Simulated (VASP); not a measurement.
# MgTe (P6_3mc) in VASP: further runs

Aim: see how the results for MgTe move with the level of theory and the settings. Levels: r2SCAN, PBE. Tasks: relaxation of cell and atoms.

Everything below comes from runs of VASP 6.6.1. Logs are shortened: lines on timing, memory, paths and dates and some standing lists are left out, and cuts for length are marked.

## (1) Starting point

Symmetry: P6_3mc, No. 186, hexagonal system. Conventional cell: a = 4.520 Å, b = 4.520 Å, c = 7.330 Å, α = 90.00°, β = 90.00°, γ = 120.00°. Mg (site symmetry 3m) is surrounded by 4 Te at 2.74 to 2.82 Å. Around Te (site symmetry 3m) lie 4 Mg at 2.74 to 2.82 Å.

## (2) Relaxation of cell and atoms, r2SCAN

INCAR reads:

```
SYSTEM = MgTe
PREC = Accurate ; ENCUT = 600
EDIFF = 1E-6 ; ISMEAR = 0
SIGMA = 0.03 ; LREAL = .FALSE.
LASPH = .TRUE. ; NELM = 80
ALGO = Normal ; ISIF = 3
LWAVE = .FALSE. ; LCHARG = .FALSE.
METAGGA = R2SCAN ; LMIXTAU = .TRUE.
IBRION = 2 ; NSW = 90
EDIFFG = -0.01
```

KPOINTS reads:

```
Automatic mesh
0
G
  9 9 4
  0 0 0
```

POSCAR reads:

```
MgTe
1.0
    4.5200000000      0.0000000000      0.0000000000
   -2.2600000000      3.9144348251      0.0000000000
    0.0000000000      0.0000000000      7.3300000000
Mg Te
2 2
Direct
    0.3333333333      0.6666666667      0.0000000000
    0.6666666667      0.3333333333      0.5000000000
    0.3333333333      0.6666666667      0.3850000000
    0.6666666667      0.3333333333      0.8850000000
```

Potentials or basis: VASP PAW PBE potentials, release 64 (Mg, Te).

Command:

```
cat potpaw_PBE.64/Mg/POTCAR potpaw_PBE.64/Te/POTCAR > POTCAR
mpirun -np 1 vasp_std > vasp.out
```

OUTCAR:

```text
SYSTEM = MgTe
   PREC = Accurate
   ENCUT = 600
   EDIFF = 1E-6
   ISMEAR = 0
   LREAL = .FALSE.
   LASPH = .TRUE.
   NELM = 80
   ISIF = 3
   METAGGA = R2SCAN
   IBRION = 2
   NSW = 90
   EDIFFG = -0.01

 ion  position               nearest neighbor table
   1  0.333  0.667  0.000-   4 2.74   4 2.74   4 2.74   3 2.82
   2  0.667  0.333  0.500-   3 2.74   3 2.74   3 2.74   4 2.82
   3  0.333  0.667  0.385-   2 2.74   2 2.74   2 2.74   1 2.82
   4  0.667  0.333  0.885-   1 2.74   1 2.74   1 2.74   2 2.82

  LATTYP: Found a hexagonal cell.
 ALAT       =     4.5200000000
 C/A-ratio  =     1.6216814159

  Lattice vectors:

 A1 = (   4.5200000000,   0.0000000000,   0.0000000000)
 A2 = (  -2.2600000000,   3.9144348251,   0.0000000000)
 A3 = (   0.0000000000,   0.0000000000,   7.3300000000)

Analysis of symmetry for initial positions (statically):
=====================================================================
 Subroutine PRICEL returns:
 Original cell was already a primitive cell.

 Routine SETGRP: Setting up the symmetry group for a
 hexagonal supercell.

 Subroutine GETGRP returns: Found 12 space group operations
 (whereof  6 operations were pure point group operations)
 out of a pool of 24 trial point group operations.

The static configuration has the point symmetry C_3v.
 The point group associated with its full space group is C_6v.

Analysis of symmetry for dynamics (positions and initial velocities):
=====================================================================
 Subroutine PRICEL returns:
 Original cell was already a primitive cell.

 Routine SETGRP: Setting up the symmetry group for a
 hexagonal supercell.

 Subroutine GETGRP returns: Found 12 space group operations
 (whereof  6 operations were pure point group operations)
 out of a pool of 24 trial point group operations.

The dynamic configuration has the point symmetry C_3v.
 The point group associated with its full space group is C_6v.

 Subroutine INISYM returns: Found 12 space group operations
 (whereof  6 operations are pure point group operations),
 and found     1 'primitive' translations

----------------------------------------------------------------------------------------

                                     Primitive cell

  volume of cell :     129.6915

  direct lattice vectors                    reciprocal lattice vectors
     4.520000000  0.000000000  0.000000000     0.221238938  0.127732360  0.000000000
    -2.260000000  3.914434825  0.000000000     0.000000000  0.255464721  0.000000000
     0.000000000  0.000000000  7.330000000     0.000000000  0.000000000  0.136425648

  length of vectors
     4.520000000  4.520000000  7.330000000     0.255464721  0.255464721  0.136425648

  position of ions in fractional coordinates (direct lattice)
     0.333333333  0.666666667  0.000000000
     0.666666667  0.333333333  0.500000000
     0.333333333  0.666666667  0.385000000
     0.666666667  0.333333333  0.885000000

  ion indices of the primitive-cell ions
   primitive index   ion index
                 1           1
                 2           2
                 3           3
                 4           4

----------------------------------------------------------------------------------------

 KPOINTS: Automatic mesh

Automatic generation of k-mesh.
 Grid dimensions read from file:
 generate k-points for:    9    9    4

 Generating k-lattice:

  Cartesian coordinates                     Fractional coordinates (reciprocal lattice)
     0.024582104  0.014192484  0.000000000     0.111111111  0.000000000  0.000000000
     0.000000000  0.028384969  0.000000000     0.000000000  0.111111111  0.000000000
     0.000000000  0.000000000  0.034106412     0.000000000  0.000000000  0.250000000

  Length of vectors
     0.028384969  0.028384969  0.034106412

  Shift w.r.t. Gamma in fractional coordinates (k-lattice)
     0.000000000  0.000000000  0.000000000

 Subroutine IBZKPT returns following result:
 ===========================================

 Found     36 irreducible k-points:

 Following reciprocal coordinates:
            Coordinates               Weight
  0.000000  0.000000  0.000000      1.000000
  0.111111  0.000000  0.000000      6.000000
  0.222222 -0.000000  0.000000      6.000000
  0.333333 -0.000000  0.000000      6.000000
  0.444444 -0.000000  0.000000      6.000000
  0.111111  0.111111  0.000000      6.000000
[... 16 lines left out ...]
  0.333333  0.222222  0.250000     24.000000
  0.333333  0.333333  0.250000      4.000000
 [... further k-points ...]
   k-points           NKPTS =     36   k-points in BZ     NKDIM =     36   number of bands    NBANDS=     12
   number of dos      NEDOS =    301   number of ions     NIONS =      4
   total plane-waves  NPLWV =  77760
   dimension x,y,z NGX =    36 NGY =   36 NGZ =   60
   dimension x,y,z NGXF=    72 NGYF=   72 NGZF=  120
   ions per type =               2   2
   NGX,Y,Z   is equivalent  to a cutoff of  13.24, 13.24, 13.61 a.u.
   NGXF,Y,Z  is equivalent  to a cutoff of  26.48, 26.48, 27.22 a.u.
 SYSTEM =  MgTe
   PREC   = accura    normal or accurate (medium, high low for compatibility)
   ISTART =      0    job   : 0-new  1-cont  2-samecut
   ICHARG =      2    charge: 1-file 2-atom 10-const
   ISPIN  =      1    spin polarized calculation?
   LNONCOLLINEAR =      F non collinear calculations
   LSORBIT =      F    spin-orbit coupling
   LASPH  =      T    aspherical Exc in radial PAW
   ENCUT  =  600.0 eV  44.10 Ry    6.64 a.u.   9.03  9.03 14.64*2*pi/ulx,y,z
   NELM   =     80;   NELMIN=  2; NELMDL= -5     # of ELM steps
   EDIFF  = 0.1E-05   stopping-criterion for ELM
   LREAL  =      F    real-space projection
   EDIFFG = -.1E-01   stopping-criterion for IOM
   NSW    =     90    number of steps for IOM
   IBRION =      2    ionic relax: 0-MD 1-quasi-New 2-CG
   NFREE  =      1    steps in history (QN), initial steepest desc. (CG)
   ISIF   =      3    stress and relaxation
   ISYM   =      2    0-nonsym 1-usesym 2-fastsym
   POTIM  = 0.5000    time-step for ionic-motion
   TEBEG  =    0.0;   TEEND  =   0.0 temperature during run
   PSTRESS=    0.0 pullay stress
   NELECT =      16.0000    total number of electrons
   NUPDOWN=      -1.0000    fix difference up-down
   EMIN   =  10.00;   EMAX   =-10.00  energy-range for DOS
   EFERMI =   0.00;   METHOD = LEGACY
   ISMEAR =     0;   SIGMA  =   0.03  broadening in eV -4-tet -1-fermi 0-gaus
   EFERMI_NEDOS =   21; number of points for ismear=-14 and -15
   IALGO  =     38    algorithm
   IMIX   =      4    mixing-type and parameters
     AMIX     =   0.40;   BMIX     =  1.00
     AMIX_MAG =   1.60;   BMIX_MAG =  1.00
  volume/ion in A,a.u.               =      32.42       218.80
  Fermi-wavevector in a.u.,A,eV,Ry     =   0.814975  1.540080  9.036777  0.664184
  Thomas-Fermi vector in A             =   1.924979
   LORBIT       =      0    0 simple, 1 ext, 2 COOP (PROOUT), +10 PAW based schemes
   METAGGA = R2SCAN    functional components
   LHFCALC =     F    Hartree Fock is set to
   AEXX    =    0.0000 exact exchange contribution
   IVDW    =     0    specifies the selected vdW correction
   LEPSILON=     F    determine dielectric tensor
   LRPA    =     F    only Hartree local field effects (RPA)
 conjugate gradient relaxation of ions
 non-spin polarized calculation
 Gauss-broadening in eV      SIGMA  =   0.03
  energy-cutoff  :      600.00
  volume of cell :      129.69
 maximum number of plane-waves:      4377
   NGX = 19   NGY = 19   NGZ = 29

--------------------------------------- Ionic step        1  -------------------------------------------

 number of electron      16.0000000 magnetization

 Free energy of the ion-electron system (eV)
  ---------------------------------------------------
  ext. energy  EPLUGINS =         0.00000000
  ---------------------------------------------------
  free energy    TOTEN  =       -63.32282877 eV

  energy without entropy =      -63.32282877  energy(sigma->0) =      -63.32282877

------------------------ aborting loop because EDIFF is reached ----------------------------------------

  FORCE on cell =-STRESS in cart. coord.  units (eV):
  Direction    XX          YY          ZZ          XY          YZ          ZX
  --------------------------------------------------------------------------------------
  -------------------------------------------------------------------------------------
  Total        1.6714910      1.6714910      0.6276541      0.0000000      0.0000000     -0.0000000
  in kB       20.6491965     20.6491965      7.7538873      0.0000000      0.0000000     -0.0000000
  external PRESSURE =      16.3507601 kB  Pullay stress =       0.0000000 kB
[... 289 lines left out ...]
  energy  without entropy=      -63.3629248603  energy(sigma->0) =      -63.36292486

--------------------------------------- Ionic step        9  -------------------------------------------

 number of electron      16.0000001 magnetization

 Free energy of the ion-electron system (eV)
  ---------------------------------------------------
  ext. energy  EPLUGINS =         0.00000000
  ---------------------------------------------------
  free energy    TOTEN  =       -63.36297593 eV

  energy without entropy =      -63.36297593  energy(sigma->0) =      -63.36297593

 E-fermi :   1.8138     XC(G=0):  -8.1857

 val. band max:        1.6505341270   @ k =   0.0000   0.0000   0.0000
 cond. band min:       4.8084190800   @ k =   0.0000   0.0000   0.0000
 fundamental gap:      3.1578849530
 Fermi energy:         1.8137626165

 k-point     1 :       0.0000    0.0000    0.0000
  band No.  band energies     occupation
      1      -8.8766      2.00000
      2      -8.2418      2.00000
      3      -1.6158      2.00000
      4       1.1609      2.00000
      5       1.1609      2.00000
      6       1.6479      2.00000
      7       1.6479      2.00000
      8       1.6505      2.00000
      9       4.8084      0.00000
     10       5.2347      0.00000
     11       7.4494      0.00000
     12       7.4494      0.00000
[... 331 lines left out ...]
 k-point    24 :       0.3333    0.3333    0.2500
  band No.  band energies     occupation
      1      -8.0890      2.00000
      2      -8.0890      2.00000
      3      -1.1166      2.00000
      4      -1.1166      2.00000
      5      -0.6188      2.00000
      6       0.0741      2.00000
      7       0.6536      2.00000
      8       0.6536      2.00000
      9       6.0307      0.00000
     10       6.7953      0.00000
     11       6.7953      0.00000
     12       8.1101      0.00000

 [... further k-points ...]

------------------------ aborting loop because EDIFF is reached ----------------------------------------

  FORCE on cell =-STRESS in cart. coord.  units (eV):
  Direction    XX          YY          ZZ          XY          YZ          ZX
  --------------------------------------------------------------------------------------
  -------------------------------------------------------------------------------------
  Total        0.0014148      0.0014148     -0.0078590      0.0000000      0.0000000      0.0000000
  in kB        0.0168018      0.0168018     -0.0933343      0.0000000      0.0000000      0.0000000
  external PRESSURE =      -0.0199102 kB  Pullay stress =       0.0000000 kB
[... 19 lines left out ...]
  FREE ENERGIE OF THE ION-ELECTRON SYSTEM (eV)
  ---------------------------------------------------
  free  energy   TOTEN  =       -63.3629759315 eV

  energy  without entropy=      -63.3629759315  energy(sigma->0) =      -63.36297593

 reached required accuracy - stopping structural energy minimisation
```

Wall time 12 min (1 thread of Intel Xeon Platinum 8488C (Sapphire Rapids), shared host); peak memory 0.35 GiB.

What came out:

```
Free energy                            : -63.3630 eV
Relaxed volume                         : 33.73 Å³/atom
Relaxed cell                           : a = 4.573 Å, b = 4.573 Å, c = 7.451 Å, α = 90.00°, β = 90.00°, γ = 120.00°
Space group after relaxing (to 0.05 Å) : P6_3mc (No. 186)
Energy gained by relaxing              : 10.0 meV/atom
Ionic steps                            : 9
Pressure after relaxing                : 0.0 GPa
Largest force after relaxing           : 0.004 eV/Å
Band gap on the k mesh                 : 3.16 eV, direct
```

Forces on the atoms (eV/Å):
```
Mg   0.000  0.000  0.004
Mg   0.000  0.000  0.004
Te   0.000  0.000 -0.004
Te   0.000  0.000 -0.004
```

Step by step:
```
step  energy change (eV)  largest force (eV/Å)  pressure (GPa)  volume (Å³)
   1              0.0000                0.2422            1.64       129.69
   2             -0.0348                0.0677           -0.31       135.99
   3             -0.0356                0.0880           -0.08       135.18
   4             -0.0370                0.0581           -0.02       134.97
   5             -0.0382                0.0032            0.08       134.61
   6             -0.0393                0.0070            0.04       134.76
   7             -0.0401                0.0124           -0.03       135.03
   8             -0.0401                0.0123           -0.03       135.02
   9             -0.0401                0.0043            0.00       134.91
```

Final structure:
```xyz
4
Lattice="4.5725 0.0000 0.0000 -2.2863 3.9599 0.0000 0.0000 0.0000 7.4506" Properties=species:S:1:pos:R:3 pbc="T T T"
Mg    0.0000    2.6400    0.0326
Mg    2.2863    1.3200    3.7579
Te    0.0000    2.6400    2.8359
Te    2.2863    1.3200    6.5612
```

Caveat: the PAW data sets were made with another functional, which shifts forces and pressure a little; spin-orbit coupling is left out, which moves the levels of the heavy elements; an odd mesh through Γ misses points on the zone boundary, where band edges often lie.

## (3) Relaxation of cell and atoms, r2SCAN

This run uses another cell than the first one, of 33.73 Å³/atom, 1.040 times its volume.

INCAR, as its differences from that of step 2:

```diff
@@ -2,3 +2,3 @@
 PREC = Accurate ; ENCUT = 600
-EDIFF = 1E-6 ; ISMEAR = 0
+EDIFF = 1E-7 ; ISMEAR = 0
 SIGMA = 0.03 ; LREAL = .FALSE.
@@ -9,2 +9,2 @@
 IBRION = 2 ; NSW = 90
-EDIFFG = -0.01
+EDIFFG = -0.005
```

KPOINTS is that of step 2.

POSCAR reads:

```
MgTe                                    
1.0
    4.5725366568     -0.0000000000     -0.0000000000
   -2.2862683284      3.9599329045      0.0000000000
    0.0000000000      0.0000000000      7.4506130661
  Mg              Te            
     2     2
Direct
     0.3333333332999970    0.6666666667000030    0.0043718493869858
     0.6666666667000030    0.3333333332999970    0.5043718493869858
     0.3333333332999970    0.6666666667000030    0.3806281506130122
     0.6666666667000030    0.3333333332999970    0.8806281506130123
```

Potentials or basis: VASP PAW PBE potentials, release 64 (Mg, Te).

Command:

```
cat potpaw_PBE.64/Mg/POTCAR potpaw_PBE.64/Te/POTCAR > POTCAR
mpirun -np 1 vasp_std > vasp.out
```

It took 4.8 min on 1 thread of Intel Xeon Platinum 8488C (Sapphire Rapids), shared host; peak memory 0.38 GiB.

It converged, with:

```
Free energy                  : -63.3633 eV
Pressure after relaxing      : 0.0 GPa
Largest force after relaxing : 0.004 eV/Å
Band gap on the k mesh       : 3.16 eV, direct
```

Forces on the atoms (eV/Å):
```
Mg   0.000  0.000  0.004
Mg   0.000  0.000  0.004
Te   0.000  0.000 -0.004
Te   0.000  0.000 -0.004
```

Final structure:
```yaml
crystal:
  lattice:
    - [4.57254, 0.00000, 0.00000]
    - [-2.28627, 3.95993, 0.00000]
    - [0.00000, 0.00000, 7.45061]
  atoms:
    - { symbol: Mg, position: [0.33333, 0.66667, 0.00437] }
    - { symbol: Mg, position: [0.66667, 0.33333, 0.50437] }
    - { symbol: Te, position: [0.33333, 0.66667, 0.38063] }
    - { symbol: Te, position: [0.66667, 0.33333, 0.88063] }
```

Levels at points of the mesh, in eV from the valence-band top:
| k point | band 5 | band 6 | band 7 | band 8 | band 9 | band 10 | band 11 | band 12 |
| --- | --- | --- | --- | --- | --- | --- | --- | --- |
| (0.00, 0.00, 0.00) | -0.49 | 0.00 | 0.00 | 0.00 | 3.16 | 3.58 | 5.80 | 5.80 |
| (0.00, 0.00, 0.50) | -0.26 | -0.26 | -0.26 | -0.26 | 4.09 | 4.09 | 6.05 | 6.05 |

Caveat: the relaxation stopped at its first step, so nothing moved; the PAW data sets were made with another functional, which shifts forces and pressure a little; spin-orbit coupling is left out, which moves the levels of the heavy elements; an odd mesh through Γ misses points on the zone boundary, where band edges often lie. r2SCAN opens gaps a little over a GGA but as a rule still falls short of measured ones.

## (4) Relaxation of cell and atoms, PBE

INCAR reads:

```
PREC = Accurate
ENCUT = 600
EDIFF = 1E-6
ISMEAR = 0
SIGMA = 0.03
LREAL = F
LASPH = T
NELM = 80
ALGO = Normal
ISIF = 3
LWAVE = F
LCHARG = F
GGA = PE
IBRION = 2
NSW = 90
EDIFFG = -0.01
```

KPOINTS reads:

```
Automatic mesh
0
Gamma
  9 9 4
```

POSCAR reads:

```
MgTe
1.0
    4.5200000000      0.0000000000      0.0000000000
   -2.2600000000      3.9144348251      0.0000000000
    0.0000000000      0.0000000000      7.3300000000
Mg Te
2 2
Direct
    0.3333333333      0.6666666667      0.0000000000
    0.6666666667      0.3333333333      0.5000000000
    0.3333333333      0.6666666667      0.3850000000
    0.6666666667      0.3333333333      0.8850000000
```

Command:

```
cat potpaw_PBE.64/Mg/POTCAR potpaw_PBE.64/Te/POTCAR > POTCAR
mpirun -np 1 vasp_std > vasp.out
```

Run time: 1.9 min. Hardware: 1 thread of Intel Xeon 6975P-C (Granite Rapids), shared host; peak memory 0.32 GiB.

It converged, with:

| Quantity | Value |
| --- | --- |
| Free energy | -12.8120 eV |
| Relaxed volume | 34.49 Å³/atom |
| Relaxed cell | a = 4.608 Å, b = 4.608 Å, c = 7.502 Å, α = 90.00°, β = 90.00°, γ = 120.00° |
| Space group after relaxing (to 0.05 Å) | P6_3mc (No. 186) |
| Energy gained by relaxing | 17.8 meV/atom |
| Ionic steps | 7 |
| Pressure after relaxing | 0.0 GPa |
| Largest force after relaxing | 0.007 eV/Å |
| Band gap on the k mesh | 2.36 eV, direct |

Forces on the atoms (eV/Å):
```
Mg   0.000  0.000 -0.007
Mg   0.000  0.000 -0.007
Te   0.000  0.000  0.007
Te   0.000  0.000  0.007
```

The path:
```csv
step,energy change (eV),largest force (eV/Å),pressure (GPa),volume (Å³)
1,0.0000,0.2352,2.40,129.69
2,-0.0666,0.0603,-0.29,139.02
3,-0.0675,0.0762,-0.04,137.98
4,-0.0685,0.0548,-0.01,137.87
5,-0.0698,0.0132,0.08,137.53
6,-0.0706,0.0111,0.04,137.65
7,-0.0713,0.0073,-0.02,137.96
```

Final structure:
```cif
data_structure
_symmetry_space_group_name_H-M 'P 1'
_symmetry_Int_Tables_number 1
_cell_length_a 4.6082
_cell_length_b 4.6082
_cell_length_c 7.5017
_cell_angle_alpha 90.000
_cell_angle_beta 90.000
_cell_angle_gamma 120.000
_cell_volume 137.96
loop_
_atom_site_label
_atom_site_type_symbol
_atom_site_fract_x
_atom_site_fract_y
_atom_site_fract_z
_atom_site_occupancy
Mg1 Mg 0.33333 0.66667 0.00445 1
Mg2 Mg 0.66667 0.33333 0.50445 1
Te1 Te 0.33333 0.66667 0.38055 1
Te2 Te 0.66667 0.33333 0.88055 1
```

Levels at points of the mesh, in eV from the valence-band top:
```csv
k point,band 5,band 6,band 7,band 8,band 9,band 10,band 11,band 12
"(0.00, 0.00, 0.00)",-0.47,0.00,0.00,0.00,2.36,2.93,5.25,5.25
"(0.00, 0.00, 0.50)",-0.25,-0.25,-0.25,-0.25,3.39,3.39,5.51,5.51
```

Caveat: spin-orbit coupling is left out, which moves the levels of the heavy elements. PBE usually gives volumes a little too large and moduli too small.
